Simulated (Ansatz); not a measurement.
Input and command of a calculation in Ansatz (plane waves; scalar-relativistic PAW potentials unless the input names others):

```yaml
crystal:
  lattice:
    - [1.75562865, 0.0, 0.0]
    - [-0.87269754, 1.52336173, 0.0]
    - [-0.44146556, -0.76168086, 2.115778]
  atoms:
    - { symbol: B, position: [0.9909677196, 0.9910688555, -0.0066310177] }
    - { symbol: "N", position: [0.6571812804, 0.3248151445, 0.9934360177] }
basis:
  ecutwfc: 420
kpoints:
  mp_grid: { grid: [12, 12, 12] }
hamiltonian:
  xc: pbe
  dispersion: d3bj
scf:
  occupations: { method: gaussian, width: 0.02 }
  max_iter: 60
output:
  forces: true
  eigenvalues: true
  stress: true
```

```bash
ansatz run input.yaml --threads 1 --pin off --max-ram 2560MiB --backend cpu --events-out ev --progress --plain --runs-dir out
```

Abridged log:
```
Pseudopotentials: kind: paw
Pseudopotential: B, paw, valence charge 3, recommended cutoff 420 eV (normal)
Pseudopotential: N, paw, valence charge 5, recommended cutoff 420 eV (normal)
Functional definition: PBE
Crystal: 2 atoms, lattice volume = 5.659 Å³
Basis set: ecut = 420 eV, 109 PW (Γ), exchange–correlation on 24×24×32 points (8 copies of the dense FFT grid, shifted against one another)
Bands: 8, of which v1, the nominal top of the filled ones, is band 4 counted from 1 (3 counted from 0)
Symmetry: 1 space group operations
Space group: P1 (ITA 1), of the structure as read, at distance tolerance 1.8e-5 Å
k-points: 868 of 1728 (time reversal used)
Initial density: superposition of atomic densities (neutral atoms: chi_scale 0, normalization atom), corrected by the library's trained network
Initial wavefunctions: pseudopotential atomic-orbital guess
Functional: x = pbe(κ = 0.804, μ = 0.21951497), c = pbe(β = 0.06672455)
SCF iter   1: F=—  HF=-516.001424 eV  |F-HF|=—  |Δ(HF+E_count)|=         —  Δρ=8.51e-2  dr2=1.62e-1  ethr=1.77e-3  ⟨swp⟩=5.1  Hψ=50281  notcnv=0
SCF iter   2: F=—  HF=-516.018141 eV  |F-HF|=—  |Δ(HF+E_count)|=   1.67e-2  Δρ=4.17e-2  dr2=2.87e-2  ethr=1.77e-3  ⟨swp⟩=2.0  Hψ=17358  notcnv=0
SCF iter   3: F=—  HF=-516.039684 eV  |F-HF|=—  |Δ(HF+E_count)|=   2.15e-2  Δρ=4.79e-3  dr2=3.51e-4  ethr=3.58e-4  ⟨swp⟩=3.0  Hψ=13895  notcnv=0
SCF iter   4: F=—  HF=-516.040083 eV  |F-HF|=—  |Δ(HF+E_count)|=   3.99e-4  Δρ=8.82e-4  dr2=1.43e-5  ethr=4.39e-6  ⟨swp⟩=2.2  Hψ=13700  notcnv=0
SCF iter   5: F=—  HF=-516.040090 eV  |F-HF|=—  |Δ(HF+E_count)|=   7.11e-6  Δρ=1.32e-4  dr2=3.03e-7  ethr=1.79e-7  ⟨swp⟩=2.5  Hψ=10405  notcnv=0
SCF iter   6: F=-516.040090 eV  HF=-516.040090 eV  |F-HF|=3.84e-9  |Δ(HF+E_count)|=   2.85e-7  Δρ=1.26e-5  dr2=3.05e-9  ethr=1.25e-9  ⟨swp⟩=5.7  Hψ=35832  notcnv=0
SCF 1 converged in 6 iterations: F = -516.040090 eV  dr2 = 3.05e-9
SCF converged after 6 iterations
Free energy (F): -516.040090 eV
Harris-Foulkes:  -516.040090 eV  (|F-HF|=3.84e-9)
Internal energy: -516.040058 eV  (E = F + TS)
E sigma→0 (E₀):  -516.040074 eV
Entropy (-TS):   -0.000033 eV (-0.016 meV/atom)
Fermi energy:    25.505726 eV
  E_disp       = -0.882249  (pairwise vdW)
--- Forces (eV/Å), atoms counted from 1 ---
  atom   1  B      0.01221724    -0.04674082    -0.01170467
  atom   2  N     -0.01223507     0.04675184     0.01170898
--- Stress (GPa, compression-positive) ---
     2531.290590       7.440784       0.013161
        7.440776    2538.484034      -0.007470
        0.013161      -0.007470     241.891611
  P = ⅓ Tr σ = 1770.5554 GPa (17705.554 kbar)
```

Question: The run was meant for a cell not far from equilibrium. What should be changed?

Answer: The fault is a lattice far too small (lattice vectors times 0.700). Setting it back cures it. The run converged all the same, with an energy at zero smearing 13.3 eV/atom above the reference's, pressure 1770.56 GPa, largest force 0.050 eV/Å, no gap on the mesh, so convergence alone doesn't show that an input is right. A reference run of the cell with lattice vectors 2.5080 0.0000 0.0000; -1.2467 2.1762 0.0000; -0.6307 -1.0881 3.0225 Å and the atoms in their places converged, and the end of its own relaxation has pressure 0.03 GPa, largest force 0.008 eV/Å, gap on the mesh 2.95 eV.

The run took 7 s on 1 thread of Arm Neoverse V1, with other jobs on the host, peak memory 0.34 GiB.